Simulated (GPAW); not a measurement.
## ZnSe (Stilleite): G0W0 quasiparticle levels with RPBE

**The experiment to reproduce.**

From “Alloy Disordering Effects on the Thermal Conductivity and Energy Gap Temperature Dependence of Cd1−xZnxSe Ternary Crystals Grown by the Bridgman Method”, 2023, pmc:10253836, for a bulk crystal of ZnSe at 300 K: band gap 2.695 ± 0.003 eV (an exciton energy, a little under the gap).

ZnSe (Stilleite):

```
CELL_PARAMETERS angstrom
0.00000 2.83380 2.83380
2.83380 0.00000 2.83380
2.83380 2.83380 0.00000
ATOMIC_POSITIONS crystal
Se 0.75000 0.75000 0.75000
Zn 0.00000 0.00000 0.00000
```

```json
{
  "Program": "GPAW 26.7.0",
  "Task": "G0W0 quasiparticle levels",
  "Functional": "RPBE",
  "Potentials or basis": "the program's PAW data sets (release 1.2.1) made for this functional",
  "Cutoff": "400 eV",
  "Basis": "pw",
  "k mesh": "5 × 5 × 5",
  "Occupations": "fermi-dirac, width 0.001 eV",
  "Spin": "no spin polarisation",
  "Response ecut": "200 eV",
  "Frequency": "ppa",
  "Extrapolate": "no",
  "Vertex": "none",
  "Qp bands": "2",
  "Integrate gamma": "1BZ",
  "All k": "no",
  "Domega0": "0.1 eV",
  "Maxiter": "150",
  "Response bands": "292"
}
```

```yaml
Band_gap_on_the_k_mesh_mean-field_level: 1.46 eV, direct
Quasiparticle_gap: 2.50 eV
Least_direct_quasiparticle_gap: 2.50 eV
```

Levels at points of the mesh, in eV from the valence-band top:
```
           k point  band 5  band 6  band 7  band 8  band 9  band 10  band 11  band 12  band 13  band 14
(0.00, 0.00, 0.00)   -6.13   -6.13    0.00    0.00    0.00     1.46     5.87     5.87     5.87    10.20
```

It took 19 min on 1 thread of AMD EPYC 7R43 64-Core Processor (Zen 3), with other jobs on the host, peak memory 0.46 GiB.

Against the measured gap of ZnSe, 2.695 eV (an exciton energy, a little under the gap; 300 K; “Alloy Disordering Effects on the Thermal Conductivity and Energy Gap Temperature Dependence of Cd1−xZnxSe Ternary Crystals Grown by the Bridgman Method”, 2023, pmc:10253836), the calculated 2.50 eV is off by -0.20 eV. Spin-orbit coupling on Se is left out. The value is that of G0W0 on RPBE, without temperature or zero-point motion.

Caveat: the k mesh is coarse; the quasiparticle gap is taken among the few k points that were corrected; on this mesh the treatment of q = 0 moves the result by about a tenth of an eV; the long-wavelength limit can be off by several per cent where d states take part.
